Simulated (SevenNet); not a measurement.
Wurtzite InN

All values below come from the machine-learned potential SevenNet-l3i5 (trained on PBE and PBE+U data).

Cell: relaxed at this level.

| Property | Result |
|---|---|
| lattice parameter a | 3.586 Å |
| c axis length | 5.788 Å |
| volume per atom | 16.11 Å³/atom |
| bulk modulus | 126 GPa |

Measured, for comparison: lattice constant a 3.537 Å (room temperature, not corrected to a static lattice, our sources range from 3.533 to 3.545; as tabulated in Lucero et al. (2012), arXiv:1111.4515); lattice parameter c 5.703 Å (300 K, not corrected to a static lattice; as tabulated in Vurgaftman et al. (2001), doi:10.1063/1.1368156); equilibrium volume per atom 15.38 Å³/atom (300 K, not corrected to a static lattice; as tabulated in Wikipedia's data pages); bulk modulus 126 GPa (room temperature, not corrected to a static lattice; as tabulated in Phys. Rev. B 49, 14 (GaN and InN under pressure), abstract). Computed (rounded) less measured: lattice constant a +1.4 % (+1.2 % to +1.5 % over the range), lattice parameter c +1.5 %, equilibrium volume per atom +4.7 %, bulk modulus 0.0 %.

A machine-learned potential is trained on density-functional data: it inherits that level's misses and adds fitting errors of its own.
